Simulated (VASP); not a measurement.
Write the native input for VASP 6.6.1 that does the following.

| Item | Value |
| --- | --- |
| Task | band structure |
| Functional | PBE |
| Dispersion | D3(BJ) |
| Potentials or basis | VASP PAW PBE potentials, release 64 (B, N) |
| Cutoff | 520 eV |
| k mesh | 9 × 9 × 4 |
| Occupations | gaussian, width 0.02 eV |
| Spin | no spin polarisation |
| Further INCAR settings | ALGO = Normal; EDIFF = 1e-07 |

The structure of BN lies in POSCAR:

```
BN                                      
1.0
    2.5068123865      0.0000000000      0.0000000000
   -1.2534061932      2.1709632044      0.0000000000
    0.0000000000      0.0000000000      6.5855779616
  B               N             
     2     2
Direct
     0.3333333300000021    0.6666666699999979    0.2500000000000000
     0.6666666699999979    0.3333333300000021    0.7500000000000000
     0.3333333300000021    0.6666666699999979    0.7500000000000000
     0.6666666699999979    0.3333333300000021    0.2500000000000000
```

These files were run (other wordings do the same):

INCAR

```
SYSTEM = BN
PREC = Accurate
ENCUT = 520
EDIFF = 1E-7
ISMEAR = 0
SIGMA = 0.02
LREAL = .False.
LASPH = .True.
NELM = 80
ALGO = Normal
ISIF = 2
LWAVE = .False.
LCHARG = .False.
GGA = PE
IVDW = 12
```

KPOINTS

```
Automatic mesh
0
Gamma
  9 9 4
  0 0 0
```

KPOINTS_OPT

```
path GMKGALHA,LM,KH
15
line-mode
reciprocal
 0.0000000000  0.0000000000  0.0000000000  G
 0.5000000000  0.0000000000  0.0000000000  M

 0.5000000000  0.0000000000  0.0000000000  M
 0.3333333333  0.3333333333  0.0000000000  K

 0.3333333333  0.3333333333  0.0000000000  K
 0.0000000000  0.0000000000  0.0000000000  G

 0.0000000000  0.0000000000  0.0000000000  G
 0.0000000000  0.0000000000  0.5000000000  A

 0.0000000000  0.0000000000  0.5000000000  A
 0.5000000000  0.0000000000  0.5000000000  L

 0.5000000000  0.0000000000  0.5000000000  L
 0.3333333333  0.3333333333  0.5000000000  H

 0.3333333333  0.3333333333  0.5000000000  H
 0.0000000000  0.0000000000  0.5000000000  A

 0.5000000000  0.0000000000  0.5000000000  L
 0.5000000000  0.0000000000  0.0000000000  M

 0.3333333333  0.3333333333  0.0000000000  K
 0.3333333333  0.3333333333  0.5000000000  H
```

Potentials or basis: VASP PAW PBE potentials, release 64 (B, N).

Command:

```sh
$ cat potpaw_PBE.64/B/POTCAR potpaw_PBE.64/N/POTCAR > POTCAR
$ mpirun -np 1 vasp_std > vasp.out
```

It gave:

```
Pressure                   : 0.0 GPa
Band gap on the k mesh     : 4.38 eV, indirect (least direct gap 4.63 eV)
Band gap along the path    : 4.22 eV, indirect (least direct gap 4.63 eV)
Dispersion energy per atom : -0.142 eV
```

Caveat: the mesh misses the band edges, which the band path finds closer together.

It took 2 min on 1 thread of AMD EPYC 7R43 64-Core Processor (Zen 3), on a shared host, peak memory 0.13 GiB.
